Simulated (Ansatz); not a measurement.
A 2-atom cell of BN (R3m) from a materials database, relaxed with r2SCAN+rVV10 in the plane-wave code Ansatz. Space group R3m (No. 160), trigonal; conventional cell a = 2.500 Å, c = 9.760 Å, 8.81 Å³ an atom. B is surrounded by 3 N at 1.44 Å; N is surrounded by 3 B at 1.44 Å.

The axes x, y and z are those of this cell:
```
B N
1.0
     2.48825    0.00278   -0.24449
    -1.23448    2.16042    0.24453
    -0.92498   -0.90878    3.31341
B N
1 1
Direct
  0.99103 0.99142 0.99384
  0.65712 0.32446 0.99297
```

Unstrained: PBE gives an indirect gap of 4.133 eV, from k = (0.315, 0.383, 0.023) to Y₂; the least direct gap is 4.706 eV at k = (0.340, -0.660, 0.160). A second conduction valley, at L₂, lies only 10 meV higher, so their order isn't settled. With r2SCAN the valence top lies at k = (0.315, 0.383, 0.023) and the conduction bottom at Y₂, 4.644 eV higher; the smallest vertical gap, at Γ–C (0.95 of the way from Γ), is 5.344 eV. A second conduction valley, at L₂, lies only 11 meV higher, so their order isn't settled. HSE06 gives an indirect gap of 5.395 eV, from k = (0.315, 0.383, 0.023) to Y₂; the least direct gap is 6.112 eV at k = (0.340, -0.660, 0.160). A second conduction valley, at L₂, lies only 11 meV higher, so their order isn't settled. Meshes: PBE 12×12×12, r2SCAN 12×12×12, HSE06 8×8×8. Strains are changes of length per length. After each strain the atoms were relaxed again with r2SCAN+rVV10 within the symmetry that the strain leaves, so tilts or polar shifts that break it weren't tested; points keep the names that they have in the unstrained zone. The values are computed, spin-unpolarised, and not measurements.

Q: Apply uniaxial -0.32 % along x, other directions held. How far does the gap move, against the unstrained cell?

A: PBE: the gap goes from 4.133 to 4.136 eV (+0.003 eV); the edges go from (0.315, 0.383, 0.023) → Y₂ to (0.385, 0.310, 0.297) → L₂. r2SCAN: the gap goes from 4.644 to 4.646 eV (+0.002 eV); the edges go from (0.315, 0.383, 0.023) → Y₂ to (0.385, 0.310, 0.297) → L₂. HSE06: the gap goes from 5.395 to 5.398 eV (+0.003 eV); the edges go from (0.315, 0.383, 0.023) → Y₂ to (0.385, 0.310, 0.297) → L₂.

Q: Estimate what uniaxial +3.73 % along z, other directions held does to the gap.

A: PBE: the gap goes from 4.133 to 4.212 eV (+0.079 eV); the edges go from (0.315, 0.383, 0.023) → Y₂ to (0.312, 0.315, -0.305) → L₂. r2SCAN: the gap goes from 4.644 to 4.724 eV (+0.080 eV); the edges go from (0.315, 0.383, 0.023) → Y₂ to (0.312, 0.315, -0.305) → L₂. HSE06: the gap goes from 5.395 to 5.480 eV (+0.085 eV); the edges go from (0.315, 0.383, 0.023) → Y₂ to (0.312, 0.315, -0.305) → L₂.

Q: Estimate what isotropic -5.31 % on every length does to the gap.

A: PBE: the gap goes from 4.133 to 4.272 eV (+0.139 eV); the edges go from (0.315, 0.383, 0.023) → Y₂ to (0.310, 0.388, 0.010) → Y₂. r2SCAN: the gap goes from 4.644 to 4.793 eV (+0.149 eV); the edges go from (0.315, 0.383, 0.023) → Y₂ to (0.310, 0.388, 0.010) → Y₂. HSE06: the gap goes from 5.395 to 5.532 eV (+0.137 eV); the edges go from (0.315, 0.383, 0.023) → Y₂ to (0.310, 0.388, 0.010) → Y₂.

Q: Apply biaxial +4.12 % in x and y, z held. How far does the gap move, against the unstrained cell?

A: PBE: the gap goes from 4.133 to 3.846 eV (-0.287 eV); the edges go from (0.315, 0.383, 0.023) → Y₂ to (0.328, 0.385, 0.057) → Y₂. r2SCAN: the gap goes from 4.644 to 4.346 eV (-0.298 eV); the edges go from (0.315, 0.383, 0.023) → Y₂ to (0.328, 0.385, 0.057) → Y₂. HSE06: the gap goes from 5.395 to 5.097 eV (-0.298 eV); the edges go from (0.315, 0.383, 0.023) → Y₂ to (0.328, 0.385, 0.057) → Y₂.

Where an edge lies off the special points, it is a point of the mesh or the k point where a search put PBE's edge or least direct gap, reused for the other functionals, whose own edges may lie a little apart.

Coordinates of k points refer to the reciprocal vectors of the primitive cell of the runs.

The meshes of the hybrids are coarse, so their gaps aren't converged to the digits shown.
